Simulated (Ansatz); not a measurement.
The system is BN.

```
CELL_PARAMETERS angstrom
0.00000 1.81300 1.81300
1.81300 0.00000 1.81300
1.81300 1.81300 0.00000
ATOMIC_POSITIONS crystal
N 0.25000 0.25000 0.25000
B 0.00000 0.00000 0.00000
```

The cell is a database's computed one.

Base run:

```yaml
Program: Ansatz 0.2.0
Functional: PBE
Potentials_or_basis: Ansatz PAW
Cutoff: "420 eV (not typed: the program's choice for these potentials)"
k_mesh: 13 × 13 × 13
Occupations: fermi-dirac, width 0.05 eV
Spin: no spin polarisation
```

Its results: band gap on the k mesh 4.54 eV, indirect (least direct gap 8.79 eV); pressure -0.4 GPa.

After a change of settings the same cell gave: band gap on the k mesh 4.35 eV, indirect (least direct gap 8.73 eV); pressure -6.3 GPa. Which change was it?
A. occupations from fermi-dirac, width 0.05 eV to gaussian, width 0.011 eV
B. functional from PBE to RPBE; occupations from fermi-dirac, width 0.05 eV to gaussian, width 0.02 eV
C. functional from PBE to PBEsol
D. functional from PBE to RPBE

C.

PBEsol binds more tightly than PBE, so the same cell stands under less pressure.

Caveats: the k mesh misses the band edges, so the gap on the mesh is wider than the one along the path; the PAW data sets come from PBE, with cores solved anew for the run's functional, which leaves a small shift of forces and pressure (some runs).
